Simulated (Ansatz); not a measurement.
## Ga (fcc)

Computed with Ansatz (plane waves, PAW, 420 eV cutoff): HSE06, scalar-relativistic, no spin polarisation, 8×8×8 k-mesh, Gaussian smearing of 0.05 eV; PAW files: Ansatz's generated set soft_2.

```xyz
1
Lattice="0.0000 2.1035 2.1035 2.1035 0.0000 2.1035 2.1035 2.1035 0.0000" Properties=species:S:1:pos:R:3 pbc="T T T"
Ga    0.0000    0.0000    0.0000
```

At room temperature and ambient pressure Ga takes another structure.

The volume is at zero pressure for this level.

```
Space group                          : Fm-3m (No. 225)
Volume                               : 18.62 Å³/atom
Band gap                             : zero (metallic)
Density of states at the Fermi level : about 0.3 states/(eV·atom)
```

The calculation's cell holds 13 valence electrons, an odd number. Without magnetic order each band takes two, so one stays part-filled and the crystal must be a metal.

For a metal under a hybrid functional this mesh is coarse.
